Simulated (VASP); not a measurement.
# CdS (Greenockite) (P6_3mc) in VASP: further runs, part 2 of 2

VASP 6.6.1. The steps go on from the part before.

**4. Relaxation of cell and atoms, PBEsol**

This run uses another cell than the first one, of 24.85 Å³/atom, 0.951 times its volume.

INCAR

```
SYSTEM = CdS
PREC     = Accurate       ! precision mode
ENCUT    = 600            ! plane-wave cutoff, eV
EDIFF    = 1E-7           ! SCF threshold, eV
ISMEAR   = 0              ! smearing method
SIGMA    = 0.03           ! smearing width, eV
LREAL    = .FALSE.        ! projectors in reciprocal space
LASPH    = .TRUE.         ! aspherical terms in the spheres
NELM     = 80             ! most SCF steps
ALGO     = Normal         ! electronic algorithm
ISIF     = 3              ! what is computed and relaxed
LWAVE    = .FALSE.        ! write WAVECAR
LCHARG   = .FALSE.        ! write CHGCAR
GGA      = PS             ! functional
IBRION   = 2              ! ionic algorithm
NSW      = 90             ! ionic steps
EDIFFG   = -0.005         ! ionic threshold
KPAR     = 2
```

KPOINTS

```
regular mesh
0
G
  9 9 4
  0 0 0
```

POSCAR

```
CdS                                     
1.0
    4.1291873840      0.0000000000      0.0000000000
   -2.0645936920      3.5759811716      0.0000000000
    0.0000000000      0.0000000000      6.7319038302
  Cd              S             
     2     2
Direct
     0.3333333332999970    0.6666666667000030    0.9995462526542453
     0.6666666667000030    0.3333333332999970    0.4995462526542453
     0.3333333332999970    0.6666666667000030    0.3754537473457547
     0.6666666667000030    0.3333333332999970    0.8754537473457547
```

Potentials or basis: VASP PAW PBE potentials, release 64 (Cd, S).

Launch:

```sh
cat potpaw_PBE.64/Cd/POTCAR potpaw_PBE.64/S/POTCAR > POTCAR
mpirun -np 2 vasp_std > vasp.out
```

OUTCAR:

```text
SYSTEM = CdS
   PREC = Accurate
   ENCUT = 600
   EDIFF = 1E-7
   ISMEAR = 0
   LREAL = .FALSE.
   LASPH = .TRUE.
   NELM = 80
   ISIF = 3
   GGA = PS
   IBRION = 2
   NSW = 90
   EDIFFG = -0.005

 ion  position               nearest neighbor table
   1  0.333  0.667  1.000-   4 2.53   4 2.53   4 2.53   3 2.53
   2  0.667  0.333  0.500-   3 2.53   3 2.53   3 2.53   4 2.53
   3  0.333  0.667  0.375-   2 2.53   2 2.53   2 2.53   1 2.53
   4  0.667  0.333  0.875-   1 2.53   1 2.53   1 2.53   2 2.53

  LATTYP: Found a hexagonal cell.
 ALAT       =     4.1291873840
 C/A-ratio  =     1.6303217084

  Lattice vectors:

 A1 = (   4.1291873840,   0.0000000000,   0.0000000000)
 A2 = (  -2.0645936920,   3.5759811716,   0.0000000000)
 A3 = (   0.0000000000,   0.0000000000,   6.7319038302)

Analysis of symmetry for initial positions (statically):
=====================================================================
 Subroutine PRICEL returns:
 Original cell was already a primitive cell.

 Routine SETGRP: Setting up the symmetry group for a
[... 182 lines left out ...]
  Direction    XX          YY          ZZ          XY          YZ          ZX
  --------------------------------------------------------------------------------------
  -------------------------------------------------------------------------------------
  Total        0.0189157      0.0189157     -0.0139326      0.0000000     -0.0000000      0.0000000
  in kB        0.3048837      0.3048837     -0.2245673      0.0000000     -0.0000000      0.0000000
  external PRESSURE =       0.1284000 kB  Pullay stress =       0.0000000 kB
[... 139 lines left out ...]
--------------------------------------- Ionic step        5  -------------------------------------------

 number of electron      36.0000004 magnetization

 Free energy of the ion-electron system (eV)
  ---------------------------------------------------
  ext. energy  EPLUGINS =         0.00000000
  ---------------------------------------------------
  free energy    TOTEN  =       -13.63394205 eV

  energy without entropy =      -13.63394205  energy(sigma->0) =      -13.63394205

 E-fermi :   1.3702     XC(G=0):  -9.3621

 val. band max:        1.1952933565   @ k =   0.0000   0.0000   0.0000
 cond. band min:       2.2787450551   @ k =   0.0000   0.0000   0.0000
 fundamental gap:      1.0834516986
 Fermi energy:         1.3701647271

 k-point     1 :       0.0000    0.0000    0.0000
  band No.  band energies     occupation
      1     -11.1823      2.00000
      2     -10.7385      2.00000
      3      -6.5083      2.00000
      4      -6.5003      2.00000
      5      -6.5003      2.00000
      6      -6.4151      2.00000
[... 589 lines left out ...]
     21       6.1444      0.00000
     22       7.8587      0.00000

 [... further k-points ...]

------------------------ aborting loop because EDIFF is reached ----------------------------------------

  FORCE on cell =-STRESS in cart. coord.  units (eV):
  Direction    XX          YY          ZZ          XY          YZ          ZX
  --------------------------------------------------------------------------------------
  -------------------------------------------------------------------------------------
  Total        0.0011845      0.0011845      0.0067672      0.0000000      0.0000000      0.0000000
  in kB        0.0190915      0.0190915      0.1090712      0.0000000      0.0000000      0.0000000
  external PRESSURE =       0.0490848 kB  Pullay stress =       0.0000000 kB
[... 19 lines left out ...]
  FREE ENERGIE OF THE ION-ELECTRON SYSTEM (eV)
  ---------------------------------------------------
  free  energy   TOTEN  =       -13.6339420472 eV

  energy  without entropy=      -13.6339420472  energy(sigma->0) =      -13.63394205

 reached required accuracy - stopping structural energy minimisation
```

CONTCAR:

```text
CdS
   1.00000000000000
     4.1314640077827844   -0.0000000000000000   -0.0000000000000000
    -2.0657320038913922    3.5779527856308659    0.0000000000000000
    -0.0000000000000000   -0.0000000000000000    6.7246199984188548
  Cd              S
     2     2
Direct
     0.3333333332999970    0.6666666667000030    0.9993194299009363
     0.6666666667000030    0.3333333332999970    0.4993194299009364
     0.3333333332999970    0.6666666667000030    0.3756805700990636
     0.6666666667000030    0.3333333332999970    0.8756805700990637

  0.00000000E+00  0.00000000E+00  0.00000000E+00
  0.00000000E+00  0.00000000E+00  0.00000000E+00
  0.00000000E+00  0.00000000E+00  0.00000000E+00
  0.00000000E+00  0.00000000E+00  0.00000000E+00
```

It took 92 s on 2 MPI ranks of AMD EPYC 9R45 (Zen 5), shared host; peak memory 0.28 GiB.

Results:

- Free energy: -13.6339 eV
- Energy gained by relaxing: 0.0 meV/atom
- Ionic steps: 5
- Pressure after relaxing: 0.0 GPa
- Band gap on the k mesh: 1.08 eV, direct

Forces in eV/Å, atoms in the order of the input:
```
Cd   0.000  0.000 -0.003
Cd   0.000  0.000 -0.003
S    0.000  0.000  0.003
S    0.000  0.000  0.003
```

Final structure:
```
CELL_PARAMETERS angstrom
4.13146 0.00000 0.00000
-2.06573 3.57795 0.00000
0.00000 0.00000 6.72462
ATOMIC_POSITIONS crystal
Cd 0.33333 0.66667 0.99932
Cd 0.66667 0.33333 0.49932
S 0.33333 0.66667 0.37568
S 0.66667 0.33333 0.87568
```

Levels at points of the mesh, in eV from the valence-band top:
```tsv
k point	band 16	band 17	band 18	band 19	band 20	band 21
(0.00, 0.00, 0.00)	-0.05	0.00	0.00	1.08	2.68	6.38
(0.00, 0.00, 0.50)	-0.40	-0.40	-0.40	2.75	2.75	6.07
```

Caveat: the PAW data sets were made with another functional, which shifts forces and pressure a little.
